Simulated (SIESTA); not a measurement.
In:

```
CELL_PARAMETERS angstrom
-1.62547 1.62547 2.47370
1.62547 -1.62547 2.47370
1.62547 1.62547 -2.47370
ATOMIC_POSITIONS crystal
In 0.00000 0.00000 0.00000
```

Base run:

| Quantity | Value |
| --- | --- |
| Program | SIESTA 5.4.2 |
| Functional | VV10 |
| Potentials or basis | PseudoDojo 0.4 standard (PBE files) |
| Basis | DZP (energy shift 0.003 Ry; two zetas on semicore shells) |
| Grid cutoff | 500 Ry |
| Energy shift | 0.003 Ry |
| k mesh | 11 × 11 × 11 |
| Occupations | fermi-dirac, width 0.05 eV |
| Spin | no spin polarisation |

Its results: band gap on the k mesh none (metal or under the smearing width); pressure 3.4 GPa.

Q: After a change of settings the same cell gave: band gap on the k mesh none (metal or under the smearing width); pressure 0.0 GPa. Which change was it?
A. functional from VV10 to vdW-DF-C09
B. functional from VV10 to optB88-vdW
C. functional from VV10 to vdW-DF2
D. functional from VV10 to vdW-DF

A: A.

Caveats: the potentials were made for another functional, which shifts forces and pressure; spin-orbit coupling is left out, which moves the levels of the heavy elements; the basis of atomic orbitals isn't converged, which shifts pressures, moduli and gaps; the non-local part is tabulated coarsely and may be off by about a percent (some runs).

Runs at the PBE level aren't shown here.
